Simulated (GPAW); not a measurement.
# BP (F-43m) in GPAW: a series of runs

The runs below take BP through single point, with PBE, LDA.

Program: GPAW 26.7.0. These are calculated values, not measurements. Logs are shortened: lines on timing, memory, paths and dates and some standing lists are left out, and cuts for length are marked. The log counts tension as positive stress, the text compression.

## 1. Starting point

Symmetry: F-43m, No. 216, cubic system. The conventional cell has a = 4.538 Å, b = 4.538 Å, c = 4.538 Å, α = 90.00°, β = 90.00°, γ = 90.00°. P (site symmetry -43m) has 4 B at 1.97 Å as nearest neighbours. Around B (site symmetry -43m) lie 4 P at 1.97 Å.

## 2. Single point, PBE

run.py reads:

```python
from ase import Atoms
from ase.dft.bandgap import bandgap
from ase.io import write
from ase.units import GPa
from gpaw import GPAW, PW

atoms = Atoms(['P', 'B'],
              cell=[[0.0, 2.269, 2.269],
                    [2.269, 0.0, 2.269],
                    [2.269, 2.269, 0.0]],
              scaled_positions=[[0.75, 0.75, 0.75],
                                [0.0, 0.0, 0.0]],
              pbc=True)

calc = GPAW(mode=PW(600),
            xc='PBE',
            kpts={'size': (8, 8, 8), 'gamma': True},
            occupations={'name': 'fermi-dirac', 'width': 0.05},
            nbands=11,
            maxiter=120,
            txt='gpaw.txt')
atoms.calc = calc
energy = atoms.get_potential_energy()
forces = atoms.get_forces()
stress = atoms.get_stress()
calc.write('gs.gpw')
write('result.traj', atoms)
print(f'Energy: {energy:.6f} eV')
print('Forces (eV/A):')
print(forces.round(4))
print('Stress (GPa):', (stress / GPa).round(3))
print('Fermi level:', round(calc.get_fermi_level(), 4), 'eV')
print(f'Gap: {bandgap(calc)[0]:.4f} eV, direct: {bandgap(calc, direct=True)[0]:.4f} eV')
```

Potentials or basis: GPAW PAW data sets (gpaw-data 1.2.1), pw.

Launch:

```sh
OMP_NUM_THREADS=1 python run.py
```

gpaw.txt:

```text
__  _  _
 | _ |_)|_||  |
 |__||  | ||/\| - 26.7.0

Input parameters:
  mode=PW(ecut=600.0),
  kpts=MonkhorstPack(size=(8, 8, 8), gamma=True),
  maxiter=120,
  nbands=11,
  occupations=Occupations(name='fermi-dirac', width=0.05),
  xc=XC(name='PBE')

Diagonalizing LCAO Hamiltonian
Converting LCAO to pw mode

                  P

       B

Atoms  # Å, Bohr magnetons
|   | symbol |        x |        y |        z |    initial magnetic moments |
|---|--------|----------|----------|----------|-----------------------------|
| 0 |      P | 3.403500 | 3.403500 | 3.403500 | ( 0.0000,  0.0000,  0.0000) |
| 1 |      B | 0.000000 | 0.000000 | 0.000000 | ( 0.0000,  0.0000,  0.0000) |

Unit cell  # Å
| periodic |        x |        y |        z |  lengths |    angles |
|----------|----------|----------|----------|----------|-----------|
|      yes | 0.000000 | 2.269000 | 2.269000 | 3.208851 | 60.000000 |
|      yes | 2.269000 | 0.000000 | 2.269000 | 3.208851 | 60.000000 |
|      yes | 2.269000 | 2.269000 | 0.000000 | 3.208851 | 60.000000 |

Number of symmetries: 24
Symmetry operations  # r_c * U_cc + t_c -> r_c
|    | kind |            matrix            |
|----|------|------------------------------|
|  0 |  E   |  1, 0, 0,  0, 1, 0,  0, 0, 1 |
|  1 |  σ   |  1, 0, 0,  0, 0, 1,  0, 1, 0 |
|  2 |  σ   |  1, 0,-1,  0, 1,-1,  0, 0,-1 |
|  3 |  C3  |  1, 0,-1,  0, 0,-1,  0, 1,-1 |
|  4 |  C3  |  1,-1, 0,  0,-1, 1,  0,-1, 0 |
|  5 |  σ   |  1,-1, 0,  0,-1, 0,  0,-1, 1 |
|  6 |  σ   |  0, 1, 0,  1, 0, 0,  0, 0, 1 |
|  7 |  C3  |  0, 1, 0,  0, 0, 1,  1, 0, 0 |
|  8 |  C2  |  0, 1,-1,  1, 0,-1,  0, 0,-1 |
|  9 |  S4  |  0, 1,-1,  0, 0,-1,  1, 0,-1 |
| 10 |  C3  |  0, 0, 1,  1, 0, 0,  0, 1, 0 |
| 11 |  σ   |  0, 0, 1,  0, 1, 0,  1, 0, 0 |
| 12 |  S4  |  0, 0,-1,  1, 0,-1,  0, 1,-1 |
| 13 |  C3  |  0, 0,-1,  0, 1,-1,  1, 0,-1 |
| 14 |  S4  |  0,-1, 1,  1,-1, 0,  0,-1, 0 |
| 15 |  C2  |  0,-1, 1,  0,-1, 0,  1,-1, 0 |
| 16 |  C3  |  0,-1, 0,  1,-1, 0,  0,-1, 1 |
| 17 |  S4  |  0,-1, 0,  0,-1, 1,  1,-1, 0 |
| 18 |  S4  | -1, 1, 0, -1, 0, 1, -1, 0, 0 |
| 19 |  C3  | -1, 1, 0, -1, 0, 0, -1, 0, 1 |
| 20 |  C3  | -1, 0, 1, -1, 1, 0, -1, 0, 0 |
| 21 |  S4  | -1, 0, 1, -1, 0, 0, -1, 1, 0 |
| 22 |  σ   | -1, 0, 0, -1, 1, 0, -1, 0, 1 |
| 23 |  C2  | -1, 0, 0, -1, 0, 1, -1, 1, 0 |

BZ-sampling:
  Number of BZ points: 512
  Number of IBZ points: 29

  Monkhorst-Pack size: [8, 8, 8]
  Monkhorst-Pack shift: [0.0625, 0.0625, 0.0625]

K-points  # in reciprocal-cell coordinates
|     |                                coordinates |     weight |
|-----|--------------------------------------------|------------|
|   0 | (  0.00000000,   0.00000000,   0.00000000) | 0.00195312 |
|   1 | (  0.12500000,   0.12500000,   0.00000000) | 0.01171875 |
|   2 | (  0.12500000,   0.12500000,   0.12500000) | 0.01562500 |
|   3 | (  0.25000000,   0.12500000,   0.12500000) | 0.02343750 |
|   4 | (  0.25000000,   0.25000000,   0.00000000) | 0.01171875 |
|   5 | (  0.25000000,   0.25000000,   0.12500000) | 0.04687500 |
|   6 | (  0.25000000,   0.25000000,   0.25000000) | 0.01562500 |
|   7 | (  0.37500000,   0.25000000,  -0.37500000) | 0.04687500 |
|   8 | (  0.37500000,   0.25000000,   0.12500000) | 0.04687500 |
|   9 | (  0.37500000,   0.25000000,   0.25000000) | 0.04687500 |
| ... |                                            |            |
|  28 | (  0.50000000,   0.50000000,   0.50000000) | 0.00781250 |

Plane wave coefficients: 799
Cutoff: 600.0 eV

Spin-components: 1 (collinear spins)
Bands:           11
Projectors:      10
Spin-degeneracy: 2
Datatype:        complex128

Parallelization:
  kpt:    1
  domain: 1
  band:   1

Density:
  Valence electrons: 8.0
  Components: 1
  Grid points: [20 20 20]
  Charge: 0.0  # |e|

Potential:
  Grid points: [20 20 20]

species:
  P:
    name:    Phosphorus
    Z:       15.0
    valence: 5
    core:    10
    charge:  0.0  # [|e|]
    compensation charges:
      type: gauss
      rc: 0.30  # [Å]
      lmax: 2
    cutoffs:
      filter: 1.69  # [Å]
      core: 1.81  # [Å]
    projectors
    | kind |    occ | energy [eV] | rcut [Å] |
    |------|--------|-------------|----------|
    |   3s |  2.000 |     -13.968 |    0.953 |
    |   3p |  3.000 |      -5.506 |    0.953 |
    |    s |        |      13.244 |    0.953 |
    |    p |        |      21.705 |    0.953 |
    |    d |        |       0.000 |    0.953 |

    Using partial waves for P as LCAO basis

  B:
    name:    Boron
    Z:       5.0
    valence: 3
    core:    2
    charge:  0.0  # [|e|]
    compensation charges:
      type: gauss
      rc: 0.20  # [Å]
      lmax: 2
    cutoffs:
      filter: 1.14  # [Å]
      core: 1.38  # [Å]
    projectors
    | kind |    occ | energy [eV] | rcut [Å] |
    |------|--------|-------------|----------|
    |   2s |  2.000 |      -9.443 |    0.635 |
    |   2p |  1.000 |      -3.606 |    0.635 |
    |    s |        |      17.768 |    0.635 |
    |    p |        |      23.605 |    0.635 |
    |    d |        |       0.000 |    0.635 |

    Using partial waves for B as LCAO basis

Reference energy: -9972.403226  # eV

eigensolver:
  PPCG
  Converge bands: occupied
  niter=2

density mixing:
  MSR1-Mixer
  Pratt-step length: 0.05
  Maximum mixing coefficient: 0.75
  Old densities: 10
  SVD Regularization: 0.005
  Good broyden scale: 1.0
  Trust region scale: 1.0
  Backstep threshold: 4.0
  History deletion threshold: 6.0
  Fourier metric: weight=20.0, sigma=0.015

occupation numbers:
  Fermi-Dirac:
    width: 0.0500  # eV

poisson solver:
  ecut: 4800.0  # eV

xc functional:
  name: PBE with 2 nearest neighbor stencil

convergence criteria:
- Maximum [total energy] change in last 3 cyles: 0.0005 eV / valence electron
- Maximum integral of absolute [dens]ity change: 0.0001 electrons / valence electron
- Maximum integral of absolute [eigenst]ate change: 4e-08 eV^2 / valence electron
maximum number of iterations: 120

SCF iterations
|iter     | |      energy | eigst |  dens |
|---------|-|-------------|-------|-------|
|iter:   1| |  -13.497395 | +0.11 |       |
|iter:   2| |  -13.385475 | -2.13 | -0.71 |
|iter:   3| |  -12.889487 | -1.54 | -0.74 |
|iter:   4| |  -12.883554 | -3.01 | -1.44 |
|iter:   5| |  -12.883643 | -4.08 | -1.94 |
|iter:   6| |  -12.883672c| -5.53 | -2.61 |
|iter:   7| |  -12.883673c| -7.20 | -3.72 |
|iter:   8| |  -12.883673c| -8.56c| -4.32c|

Converged in 8 steps
Energy contributions relative to reference atoms: (reference = -9972.403226)

Energy contributions:
  Kinetic:          13.582291
  Coulomb:         -11.831678
  Zero:             -0.026677
  External:          0.000000
  Xc:              -14.607610
  Entropy:          -0.000000
  Spinorbit:         0.000000
  ----------------------------
  Free energy:     -12.883673
  Extrapolated:    -12.883673

dipole moment: (-3.351610, -3.351610, -3.351610)  # |e|*Ang

Fermi level: 8.828
Eigenvalues  # (at kpt = [0.000, 0.000, 0.000])
| band index |      eig [eV] | occ [0-2] |
|------------|---------------|-----------|
|          0 |        -7.248 |     2.000 |
|          1 |         8.211 |     2.000 |
|          2 |         8.211 |     2.000 |
|          3 |         8.211 |     2.000 |
|          4 |        11.616 |     0.000 |
|          5 |        11.616 |     0.000 |
|          6 |        11.616 |     0.000 |
|          7 |        15.607 |     0.000 |
|          8 |        19.769 |     0.000 |
|          9 |        20.238 |     0.000 |
|         10 |        20.238 |     0.000 |

Gap: 1.275 eV
Transition (v -> c):
  (s=0, k=0, n=3, [0.00, 0.00, 0.00]) -> (s=0, k=12, n=4, [0.38, 0.38, 0.00])
Direct/indirect transitions are different
Direct gap: 3.405 eV
Transition at: (s=0, k=0, n=3, [0.00, 0.00, 0.00])

Forces  # eV/Ang
|        x |       y |        z |
|----------|---------|----------|
| -0.00000 | 0.00000 | -0.00000 |  # P    0
|  0.00000 | 0.00000 | -0.00000 |  # B    1

Stress tensor  # eV/Ang^3
|         x |         y |         z |
|-----------|-----------|-----------|
| -0.008939 |  0.000000 |  0.000000 |
|  0.000000 | -0.008939 |  0.000000 |
|  0.000000 |  0.000000 | -0.008939 |

# Writing to gs.gpw (mode='')
```

Run time: 4.4 s. Hardware: 1 thread of Intel Xeon 6975P-C (Granite Rapids), shared host; peak memory 0.12 GiB.

What came out:

| Item | Value |
| --- | --- |
| Free energy | -12.8837 eV |
| Pressure | 1.4 GPa |
| Band gap on the k mesh | 1.27 eV, indirect (least direct gap 3.41 eV) |

Caveat: the cutoff is short for stress and forces, so pressures can be off by a GPa or more. A k mesh can miss the band edges.

## 3. Single point, LDA

Changes to run.py since step 2:

```diff
@@ -15,3 +15,3 @@
 calc = GPAW(mode=PW(600),
-            xc='PBE',
+            xc='LDA',
             kpts={'size': (8, 8, 8), 'gamma': True},
```

Potentials or basis: the program's PAW data sets (release 1.2.1) made for this functional, pw.

Launch:

```sh
OMP_NUM_THREADS=1 python run.py
```

gpaw.txt:

```text
__  _  _
 | _ |_)|_||  |
 |__||  | ||/\| - 26.7.0

Input parameters:
  mode=PW(ecut=600.0),
  kpts=MonkhorstPack(size=(8, 8, 8), gamma=True),
  maxiter=120,
  nbands=11,
  occupations=Occupations(name='fermi-dirac', width=0.05),
  xc=XC(name='LDA')

Diagonalizing LCAO Hamiltonian
Converting LCAO to pw mode

                  P

       B

Atoms  # Å, Bohr magnetons
|   | symbol |        x |        y |        z |    initial magnetic moments |
|---|--------|----------|----------|----------|-----------------------------|
| 0 |      P | 3.403500 | 3.403500 | 3.403500 | ( 0.0000,  0.0000,  0.0000) |
| 1 |      B | 0.000000 | 0.000000 | 0.000000 | ( 0.0000,  0.0000,  0.0000) |

Unit cell  # Å
| periodic |        x |        y |        z |  lengths |    angles |
|----------|----------|----------|----------|----------|-----------|
|      yes | 0.000000 | 2.269000 | 2.269000 | 3.208851 | 60.000000 |
|      yes | 2.269000 | 0.000000 | 2.269000 | 3.208851 | 60.000000 |
|      yes | 2.269000 | 2.269000 | 0.000000 | 3.208851 | 60.000000 |

Number of symmetries: 24
Symmetry operations  # r_c * U_cc + t_c -> r_c
|    | kind |            matrix            |
|----|------|------------------------------|
|  0 |  E   |  1, 0, 0,  0, 1, 0,  0, 0, 1 |
|  1 |  σ   |  1, 0, 0,  0, 0, 1,  0, 1, 0 |
|  2 |  σ   |  1, 0,-1,  0, 1,-1,  0, 0,-1 |
|  3 |  C3  |  1, 0,-1,  0, 0,-1,  0, 1,-1 |
|  4 |  C3  |  1,-1, 0,  0,-1, 1,  0,-1, 0 |
|  5 |  σ   |  1,-1, 0,  0,-1, 0,  0,-1, 1 |
|  6 |  σ   |  0, 1, 0,  1, 0, 0,  0, 0, 1 |
|  7 |  C3  |  0, 1, 0,  0, 0, 1,  1, 0, 0 |
|  8 |  C2  |  0, 1,-1,  1, 0,-1,  0, 0,-1 |
|  9 |  S4  |  0, 1,-1,  0, 0,-1,  1, 0,-1 |
| 10 |  C3  |  0, 0, 1,  1, 0, 0,  0, 1, 0 |
| 11 |  σ   |  0, 0, 1,  0, 1, 0,  1, 0, 0 |
| 12 |  S4  |  0, 0,-1,  1, 0,-1,  0, 1,-1 |
| 13 |  C3  |  0, 0,-1,  0, 1,-1,  1, 0,-1 |
| 14 |  S4  |  0,-1, 1,  1,-1, 0,  0,-1, 0 |
| 15 |  C2  |  0,-1, 1,  0,-1, 0,  1,-1, 0 |
| 16 |  C3  |  0,-1, 0,  1,-1, 0,  0,-1, 1 |
| 17 |  S4  |  0,-1, 0,  0,-1, 1,  1,-1, 0 |
| 18 |  S4  | -1, 1, 0, -1, 0, 1, -1, 0, 0 |
| 19 |  C3  | -1, 1, 0, -1, 0, 0, -1, 0, 1 |
| 20 |  C3  | -1, 0, 1, -1, 1, 0, -1, 0, 0 |
| 21 |  S4  | -1, 0, 1, -1, 0, 0, -1, 1, 0 |
| 22 |  σ   | -1, 0, 0, -1, 1, 0, -1, 0, 1 |
| 23 |  C2  | -1, 0, 0, -1, 0, 1, -1, 1, 0 |

BZ-sampling:
  Number of BZ points: 512
  Number of IBZ points: 29

  Monkhorst-Pack size: [8, 8, 8]
  Monkhorst-Pack shift: [0.0625, 0.0625, 0.0625]

K-points  # in reciprocal-cell coordinates
|     |                                coordinates |     weight |
|-----|--------------------------------------------|------------|
|   0 | (  0.00000000,   0.00000000,   0.00000000) | 0.00195312 |
|   1 | (  0.12500000,   0.12500000,   0.00000000) | 0.01171875 |
|   2 | (  0.12500000,   0.12500000,   0.12500000) | 0.01562500 |
[... 78 lines left out ...]
    |    d |        |       0.000 |    0.635 |

    Using partial waves for B as LCAO basis

Reference energy: -9935.220091  # eV

eigensolver:
  PPCG
  Converge bands: occupied
  niter=2

density mixing:
  MSR1-Mixer
  Pratt-step length: 0.05
  Maximum mixing coefficient: 0.75
  Old densities: 10
  SVD Regularization: 0.005
  Good broyden scale: 1.0
  Trust region scale: 1.0
  Backstep threshold: 4.0
  History deletion threshold: 6.0
  Fourier metric: weight=20.0, sigma=0.015

occupation numbers:
  Fermi-Dirac:
    width: 0.0500  # eV

poisson solver:
  ecut: 4800.0  # eV

xc functional:
  name: None

convergence criteria:
- Maximum [total energy] change in last 3 cyles: 0.0005 eV / valence electron
- Maximum integral of absolute [dens]ity change: 0.0001 electrons / valence electron
- Maximum integral of absolute [eigenst]ate change: 4e-08 eV^2 / valence electron
maximum number of iterations: 120

SCF iterations
|iter     | |      energy | eigst |  dens |
|---------|-|-------------|-------|-------|
|iter:   1| |  -15.083888 | +0.13 |       |
|iter:   2| |  -14.954826 | -2.08 | -0.69 |
|iter:   3| |  -14.364872 | -1.54 | -0.73 |
|iter:   4| |  -14.354888 | -3.03 | -1.45 |
|iter:   5| |  -14.354582 | -4.16 | -1.97 |
|iter:   6| |  -14.354585c| -5.36 | -2.57 |
|iter:   7| |  -14.354585c| -7.08 | -3.78 |
|iter:   8| |  -14.354585c| -7.55c| -4.35c|

Converged in 8 steps
Energy contributions relative to reference atoms: (reference = -9935.220091)

Energy contributions:
  Kinetic:          13.634328
  Coulomb:         -11.843580
  Zero:             -0.024545
  External:          0.000000
  Xc:              -16.120788
  Entropy:          -0.000000
  Spinorbit:         0.000000
  ----------------------------
  Free energy:     -14.354585
  Extrapolated:    -14.354585

dipole moment: (-3.363921, -3.363921, -3.363921)  # |e|*Ang

Fermi level: 8.592
Eigenvalues  # (at kpt = [0.000, 0.000, 0.000])
| band index |      eig [eV] | occ [0-2] |
|------------|---------------|-----------|
|          0 |        -7.395 |     2.000 |
|          1 |         8.002 |     2.000 |
|          2 |         8.002 |     2.000 |
|          3 |         8.002 |     2.000 |
|          4 |        11.381 |     0.000 |
|          5 |        11.381 |     0.000 |
|          6 |        11.381 |     0.000 |
|          7 |        15.382 |     0.000 |
|          8 |        19.301 |     0.000 |
|          9 |        20.061 |     0.000 |
|         10 |        20.061 |     0.000 |

Gap: 1.218 eV
Transition (v -> c):
  (s=0, k=0, n=3, [0.00, 0.00, 0.00]) -> (s=0, k=12, n=4, [0.38, 0.38, 0.00])
Direct/indirect transitions are different
Direct gap: 3.379 eV
Transition at: (s=0, k=0, n=3, [0.00, 0.00, 0.00])

Forces  # eV/Ang
|       x |       y |       z |
|---------|---------|---------|
| 0.00000 | 0.00000 | 0.00000 |  # P    0
| 0.00000 | 0.00000 | 0.00000 |  # B    1

Stress tensor  # eV/Ang^3
|         x |         y |        z |
|-----------|-----------|----------|
|  0.030965 | -0.000000 | 0.000000 |
| -0.000000 |  0.030965 | 0.000000 |
|  0.000000 |  0.000000 | 0.030965 |

# Writing to gs.gpw (mode='')
```

It took 4.3 s on 1 thread of Intel Xeon Platinum 8488C (Sapphire Rapids), shared host; peak memory 0.13 GiB.

What came out:

* Free energy: -14.3546 eV
* Pressure: -5.0 GPa
* Band gap on the k mesh: 1.22 eV, indirect (least direct gap 3.38 eV)

Levels at points of the mesh, in eV from the valence-band top:
```csv
k point,band 1,band 2,band 3,band 4,band 5,band 6,band 7
"(0.00, 0.00, 0.00)",-15.40,0.00,0.00,0.00,3.38,3.38,3.38
"(0.50, 0.50, 0.00)",-10.57,-8.49,-4.11,-4.11,1.30,1.55,11.95
"(0.50, 0.50, 0.50)",-12.07,-9.01,-1.75,-1.75,3.77,4.67,4.67
```

Caveat: the cutoff is short for stress and forces, so pressures can be off by a GPa or more.
